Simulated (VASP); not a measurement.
# SnO (Romarchite) (P4/nmm) in VASP: a series of runs

One crystal, SnO (Romarchite), is run at these levels: PBE+D3(BJ), LDA; tasks: relaxation of cell and atoms.

All numbers are computed with VASP 6.6.1; they aren't measurements. Logs are shortened: lines on timing, memory, paths and dates and some standing lists are left out, and cuts for length are marked.

## (1) The structure

Symmetry: P4/nmm, No. 129, tetragonal system. The conventional cell has a = 3.835 Å, b = 3.835 Å, c = 4.728 Å, α = 90.00°, β = 90.00°, γ = 90.00°. Sn (site symmetry 4mm) is surrounded by 4 O at 2.24 Å. O (site symmetry -4m2) is surrounded by 4 Sn at 2.24 Å.

## (2) Relaxation of cell and atoms, PBE+D3(BJ)

Input file INCAR:

```
ALGO = Normal
EDIFF = 1E-7
EDIFFG = -0.005
ENCUT = 600
GGA = PE
IBRION = 2
ISIF = 3
ISMEAR = 0
IVDW = 12
KPAR = 2
LASPH = True
LCHARG = False
LREAL = False
LWAVE = False
NELM = 80
NSW = 90
PREC = Accurate
SIGMA = 0.03
```

Input file KPOINTS:

```
k-points
0
Gamma
  8 8 6
```

Input file POSCAR:

```
SnO                                     
1.0
    3.8353843100      0.0000000000      0.0000000000
    0.0000000000      3.8353843100     -0.0000000000
    0.0000000000     -0.0000000000      4.7280497360
  Sn              O             
     2     2
Direct
     0.5000000000000000    0.0000000000000000    0.2459635355025105
     0.0000000000000000    0.5000000000000000    0.7540364644974894
     0.0000000000000000    0.0000000000000000    0.0000000000000000
     0.5000000000000000    0.5000000000000000    0.0000000000000000
```

Potentials or basis: VASP PAW PBE potentials, release 64 (Sn_d, O).

Run with:

```bash
> cat potpaw_PBE.64/Sn_d/POTCAR potpaw_PBE.64/O/POTCAR > POTCAR
> mpirun -np 2 vasp_std > vasp.out
```

OUTCAR:

```text
EDIFF = 1E-7
   EDIFFG = -0.005
   ENCUT = 600
   GGA = PE
   IBRION = 2
   ISIF = 3
   ISMEAR = 0
   IVDW = 12
   LASPH = True
   LREAL = False
   NELM = 80
   NSW = 90
   PREC = Accurate
 IVDW          = 12

 ion  position               nearest neighbor table
   1  0.500  0.000  0.246-   3 2.24   4 2.24   4 2.24   3 2.24   2 3.57   2 3.57   2 3.57   2 3.57
                             2 3.62   2 3.62   2 3.62   2 3.62
   2  0.000  0.500  0.754-   3 2.24   4 2.24   3 2.24   4 2.24   1 3.57   1 3.57   1 3.57   1 3.57
                             1 3.62   1 3.62   1 3.62   1 3.62
   3  0.000  0.000  0.000-   1 2.24   2 2.24   2 2.24   1 2.24
   4  0.500  0.500  0.000-   1 2.24   2 2.24   1 2.24   2 2.24

  LATTYP: Found a simple tetragonal cell.
 ALAT       =     3.8353843100
 C/A-ratio  =     1.2327447144

  Lattice vectors:

 A1 = (   3.8353843100,   0.0000000000,   0.0000000000)
 A2 = (   0.0000000000,   3.8353843100,   0.0000000000)
 A3 = (   0.0000000000,   0.0000000000,   4.7280497360)

Analysis of symmetry for initial positions (statically):
=====================================================================
 Subroutine PRICEL returns:
 Original cell was already a primitive cell.

 Routine SETGRP: Setting up the symmetry group for a
 simple tetragonal supercell.

 Subroutine GETGRP returns: Found 16 space group operations
 (whereof  8 operations were pure point group operations)
 out of a pool of 16 trial point group operations.

The static configuration has the point symmetry D_2d.
 The point group associated with its full space group is D_4h.

Analysis of symmetry for dynamics (positions and initial velocities):
=====================================================================
 Subroutine PRICEL returns:
 Original cell was already a primitive cell.

 Routine SETGRP: Setting up the symmetry group for a
 simple tetragonal supercell.

 Subroutine GETGRP returns: Found 16 space group operations
 (whereof  8 operations were pure point group operations)
 out of a pool of 16 trial point group operations.

The dynamic configuration has the point symmetry D_2d.
 The point group associated with its full space group is D_4h.

 Subroutine INISYM returns: Found 16 space group operations
 (whereof  8 operations are pure point group operations),
 and found     1 'primitive' translations

----------------------------------------------------------------------------------------

                                     Primitive cell

  volume of cell :      69.5504
[... 97 lines left out ...]
   IBRION =      2    ionic relax: 0-MD 1-quasi-New 2-CG
   NFREE  =      1    steps in history (QN), initial steepest desc. (CG)
   ISIF   =      3    stress and relaxation
   ISYM   =      2    0-nonsym 1-usesym 2-fastsym
   POTIM  = 0.5000    time-step for ionic-motion
   TEBEG  =    0.0;   TEEND  =   0.0 temperature during run
   PSTRESS=    0.0 pullay stress
   NELECT =      40.0000    total number of electrons
   NUPDOWN=      -1.0000    fix difference up-down
   EMIN   =  10.00;   EMAX   =-10.00  energy-range for DOS
   EFERMI =   0.00;   METHOD = LEGACY
   ISMEAR =     0;   SIGMA  =   0.03  broadening in eV -4-tet -1-fermi 0-gaus
   EFERMI_NEDOS =   21; number of points for ismear=-14 and -15
   IALGO  =     38    algorithm
   IMIX   =      4    mixing-type and parameters
     AMIX     =   0.40;   BMIX     =  1.00
     AMIX_MAG =   1.60;   BMIX_MAG =  1.00
  volume/ion in A,a.u.               =      17.39       117.34
  Fermi-wavevector in a.u.,A,eV,Ry     =   1.361429  2.572727 25.218235  1.853488
  Thomas-Fermi vector in A             =   2.488006
   LORBIT       =      0    0 simple, 1 ext, 2 COOP (PROOUT), +10 PAW based schemes
   GGA     = PE    functional components
   LHFCALC =     F    Hartree Fock is set to
   AEXX    =    0.0000 exact exchange contribution
   IVDW    =    12    specifies the selected vdW correction
   LEPSILON=     F    determine dielectric tensor
   LRPA    =     F    only Hartree local field effects (RPA)
 conjugate gradient relaxation of ions
 non-spin polarized calculation
 Gauss-broadening in eV      SIGMA  =   0.03
  energy-cutoff  :      600.00
  volume of cell :       69.55
 maximum number of plane-waves:      2347
 NGX is ok and might be reduce to    32
   NGX = 15   NGY = 15   NGZ = 19

 number of electron      40.0000018 magnetization

 Free energy of the ion-electron system (eV)
  ---------------------------------------------------
  ext. energy  EPLUGINS =         0.00000000
  ---------------------------------------------------
  free energy    TOTEN  =       -22.68655172 eV

  energy without entropy =      -22.68633310  energy(sigma->0) =      -22.68644241

 E-fermi :   7.1661     XC(G=0): -10.3242

 val. band max:        7.1568868596   @ k =   0.1250   0.0000   0.0000
 cond. band min:       7.1725836326   @ k =   0.0000   0.0000   0.0000
 fundamental gap:      0.0156967730
 Fermi energy:         7.1661445950

 k-point     1 :       0.0000    0.0000    0.0000
  band No.  band energies     occupation
      1     -14.7560      2.00000
      2     -14.3704      2.00000
      3     -14.3704      2.00000
      4     -14.3590      2.00000
      5     -14.3308      2.00000
      6     -14.3231      2.00000
[... 637 lines left out ...]
     23      12.1445      0.00000
     24      12.1445      0.00000

 [... further k-points ...]

------------------------ aborting loop because EDIFF is reached ----------------------------------------

 Edisp (eV)   -0.94667

 E8    (eV) :    -0.4108

  FORCE on cell =-STRESS in cart. coord.  units (eV):
  Direction    XX          YY          ZZ          XY          YZ          ZX
  --------------------------------------------------------------------------------------
  -------------------------------------------------------------------------------------
  Total      -0.01962    -0.01962     0.01731     0.00000     0.00000     0.00000
  in kB      -0.45201    -0.45201     0.39880     0.00000     0.00000     0.00000
  external pressure =       -0.17 kB  Pullay stress =        0.00 kB

 VOLUME and BASIS-vectors are now :
 -----------------------------------------------------------------------------
  energy-cutoff  :      600.00
  volume of cell :       69.55
      direct lattice vectors                 reciprocal lattice vectors
     3.835384310  0.000000000  0.000000000     0.260730065  0.000000000  0.000000000
     0.000000000  3.835384310  0.000000000     0.000000000  0.260730065  0.000000000
     0.000000000  0.000000000  4.728049736     0.000000000  0.000000000  0.211503697

 POSITION                                       TOTAL-FORCE (eV/Angst)
 -----------------------------------------------------------------------------------
      1.91769      0.00000      1.16293        -0.000000      0.000000     -0.004793
      0.00000      1.91769      3.56512         0.000000      0.000000      0.004793
      0.00000      0.00000      0.00000         0.000000      0.000000      0.000000
      1.91769      1.91769      0.00000         0.000000     -0.000000      0.000000
 -----------------------------------------------------------------------------------
    total drift:                                0.000000     -0.000000     -0.000000

  FREE ENERGIE OF THE ION-ELECTRON SYSTEM (eV)
  ---------------------------------------------------
  free  energy   TOTEN  =       -23.6332266864 eV

  energy  without entropy=      -23.6330080624  energy(sigma->0) =      -23.63311737

 reached required accuracy - stopping structural energy minimisation
```

Run time: 47 s. Hardware: 2 MPI ranks of Intel Xeon Platinum 8375C at 2.90GHz (Ice Lake), shared host; peak memory 0.26 GiB.

What came out:

| Item | Value |
| --- | --- |
| Free energy | -23.6332 eV |
| Pressure after relaxing | 0.0 GPa |
| Largest force after relaxing | 0.005 eV/Å |
| Band gap on the k mesh | none (metal or under the smearing width) |
| Dispersion energy per atom | -0.237 eV |

Forces on the atoms (eV/Å):
```
Sn   0.000  0.000 -0.005
Sn   0.000  0.000  0.005
O    0.000  0.000  0.000
O    0.000  0.000  0.000
```

Final structure:
```
CELL_PARAMETERS angstrom
3.83538 0.00000 0.00000
0.00000 3.83538 0.00000
0.00000 0.00000 4.72805
ATOMIC_POSITIONS crystal
Sn 0.50000 0.00000 0.24596
Sn 0.00000 0.50000 0.75404
O 0.00000 0.00000 0.00000
O 0.50000 0.50000 0.00000
```

Levels at points of the mesh, in eV from the Fermi level:
| k point | band 18 | band 19 | band 20 | band 21 | band 22 | band 23 |
| --- | --- | --- | --- | --- | --- | --- |
| (0.00, 0.00, 0.00) | -3.03 | -3.03 | 0.01 | 2.21 | 4.48 | 4.48 |
| (0.50, 0.00, 0.00) | -4.67 | -2.69 | -2.69 | 3.33 | 3.33 | 5.78 |
| (0.50, 0.50, 0.00) | -2.38 | -1.86 | -1.86 | -0.06 | -0.06 | 4.56 |
| (0.00, 0.00, 0.50) | -3.04 | -2.94 | -2.08 | 1.75 | 2.77 | 2.77 |
| (0.50, 0.00, 0.50) | -4.62 | -1.67 | -1.67 | 2.74 | 2.74 | 5.24 |
| (0.50, 0.50, 0.50) | -2.77 | -2.38 | -2.38 | 2.32 | 2.32 | 4.30 |

Caveat: the relaxation stopped at its first step, so nothing moved; pairwise dispersion overbinds metals, which lowers pressure and volume.

## (3) Relaxation of cell and atoms, LDA

This run uses another cell than the first one, of 17.46 Å³/atom, 1.004 times its volume.

Input file INCAR:

```
  PREC = Accurate
  ENCUT = 600
  EDIFF = 1E-6
  ISMEAR = 0
  SIGMA = 0.03
  LREAL = False
  LASPH = True
  NELM = 80
  ALGO = Normal
  ISIF = 3
  LWAVE = False
  LCHARG = False
  IBRION = 2
  NSW = 90
  EDIFFG = -0.01
  KPAR = 2
```

Input file KPOINTS:

```
regular mesh
0
Gamma
  8 8 6
```

Input file POSCAR:

```
SnO
1.0
    3.7986000000      0.0000000000      0.0000000000
    0.0000000000      3.7986000000      0.0000000000
    0.0000000000      0.0000000000      4.8408000000
Sn O
2 2
Direct
    0.5000000000      0.0000000000      0.2369000000
    0.0000000000      0.5000000000      0.7631000000
    0.0000000000      0.0000000000      0.0000000000
    0.5000000000      0.5000000000      0.0000000000
```

Potentials or basis: VASP PAW LDA potentials, release 64 (Sn_d, O).

Run with:

```bash
> cat potpaw_LDA.64/Sn_d/POTCAR potpaw_LDA.64/O/POTCAR > POTCAR
> mpirun -np 2 vasp_std > vasp.out
```

Run time: 5.4 min. Hardware: 2 MPI ranks of Intel Xeon Platinum 8259CL at 2.50GHz (Skylake/Cascade Lake), shared host; peak memory 0.23 GiB.

It converged, with:

- Free energy: -25.7438 eV
- Relaxed volume: 16.45 Å³/atom
- Relaxed cell: a = 3.768 Å, b = 3.768 Å, c = 4.634 Å, α = 90.00°, β = 90.00°, γ = 90.00°
- Space group after relaxing (to 0.05 Å): P4/nmm (No. 129)
- Energy gained by relaxing: 6.8 meV/atom
- Ionic steps: 12
- Pressure after relaxing: 0.0 GPa
- Band gap on the k mesh: none (metal or under the smearing width)

The path:
| step | energy change (eV) | largest force (eV/Å) | pressure (GPa) | volume (Å³) |
| --- | --- | --- | --- | --- |
| 1 | 0.0000 | 0.0057 | -2.04 | 69.85 |
| 2 | -0.0054 | 0.4844 | 1.26 | 67.63 |
| 3 | -0.0088 | 0.2817 | -0.04 | 68.48 |
| 4 | -0.0151 | 0.1852 | -0.14 | 67.91 |
| 5 | -0.0178 | 0.1661 | -0.03 | 66.37 |
| 6 | -0.0195 | 0.0262 | -0.03 | 66.96 |
| 7 | -0.0239 | 0.0232 | -0.05 | 66.52 |
| 8 | -0.0269 | 0.0222 | 0.00 | 65.98 |
| 9 | -0.0238 | 0.0239 | 0.18 | 64.89 |
| 10 | -0.0273 | 0.0145 | 0.03 | 65.72 |
| 11 | -0.0273 | 0.0160 | 0.05 | 65.68 |
| 12 | -0.0273 | 0.0002 | -0.02 | 65.78 |

Final structure:
```
Sn O
1.0
     3.76763    0.00000    0.00000
     0.00000    3.76763    0.00000
     0.00000    0.00000    4.63410
Sn O
2 2
Direct
  0.50000 0.00000 0.24794
  0.00000 0.50000 0.75206
  0.00000 0.00000 0.00000
  0.50000 0.50000 0.00000
```

Levels at points of the mesh, in eV from the Fermi level:
| k point | band 16 | band 17 | band 18 | band 19 | band 20 | band 21 | band 22 | band 23 | band 24 |
| --- | --- | --- | --- | --- | --- | --- | --- | --- | --- |
| (0.00, 0.00, 0.00) | -6.58 | -3.65 | -3.32 | -3.32 | -0.01 | 2.30 | 4.45 | 4.45 | 4.72 |
| (0.50, 0.00, 0.00) | -5.24 | -5.08 | -5.08 | -2.95 | -2.95 | 3.38 | 3.38 | 5.82 | 5.82 |
| (0.50, 0.50, 0.00) | -5.36 | -2.63 | -2.63 | -1.96 | -1.96 | -0.26 | -0.26 | 4.43 | 4.43 |
| (0.00, 0.00, 0.50) | -3.74 | -3.34 | -3.34 | -2.76 | -2.31 | 1.54 | 2.57 | 2.57 | 3.52 |
| (0.50, 0.00, 0.50) | -5.79 | -5.03 | -5.03 | -1.82 | -1.82 | 2.78 | 2.78 | 5.21 | 5.21 |
| (0.50, 0.50, 0.50) | -5.98 | -2.98 | -2.98 | -2.64 | -2.64 | 2.21 | 2.21 | 4.38 | 4.38 |

LDA usually gives volumes a few per cent too small. Zero-point motion and thermal expansion aren't in these numbers.
